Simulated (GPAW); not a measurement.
The system is Mn3Si.

```xyz
4
Lattice="0.0000 2.8610 2.8610 2.8610 0.0000 2.8610 2.8610 2.8610 0.0000" Properties=species:S:1:pos:R:3 pbc="T T T"
Mn    4.2915    4.2915    4.2915
Mn    1.4305    1.4305    1.4305
Mn    2.8610    2.8610    2.8610
Si    0.0000    0.0000    0.0000
```

| Property | Result |
| --- | --- |
| Program | GPAW 26.7.0 |
| Task | relaxation of cell and atoms |
| Functional | PBEsol |
| Potentials or basis | PAW data sets generated in the run's folder for this functional |
| Cutoff | 600 eV |
| Basis | pw |
| k mesh | 6 × 6 × 6 |
| Occupations | fermi-dirac, width 0.05 eV |
| Spin | collinear spin, ferromagnetic start |
| Starting moments | [4.0, 4.0, 4.0, 0.0] μB |

At the start: pressure -14.5 GPa; volume 11.71 Å³/atom.

Question: Where does the relaxation end?

Answer: Over 4 steps the energy falls by 39.9 meV/atom and the volume is 10.88 Å³/atom (-7.1 %); space group Fm-3m (No. 225, to 0.05 Å); moment 1.07 μB per cell.

The path:
```csv
step,energy change (eV),largest force (eV/Å),pressure (GPa),volume (Å³)
1,0.0000,0.0000,-14.48,46.84
2,-0.0442,0.0000,-12.58,46.31
3,-0.1583,0.0000,1.45,43.22
4,-0.1598,0.0000,-0.14,43.51
```

Final structure:
```cif
data_structure
_symmetry_space_group_name_H-M 'P 1'
_symmetry_Int_Tables_number 1
_cell_length_a 3.9481
_cell_length_b 3.9481
_cell_length_c 3.9481
_cell_angle_alpha 60.000
_cell_angle_beta 60.000
_cell_angle_gamma 60.000
_cell_volume 43.51
loop_
_atom_site_label
_atom_site_type_symbol
_atom_site_fract_x
_atom_site_fract_y
_atom_site_fract_z
_atom_site_occupancy
Mn1 Mn 0.75000 0.75000 0.75000 1
Mn2 Mn 0.25000 0.25000 0.25000 1
Mn3 Mn 0.50000 0.50000 0.50000 1
Si1 Si 0.00000 0.00000 0.00000 1
```

Caveat: each step starts from the last one's moments, so a moment once lost doesn't come back; later steps reuse the first step's grids.
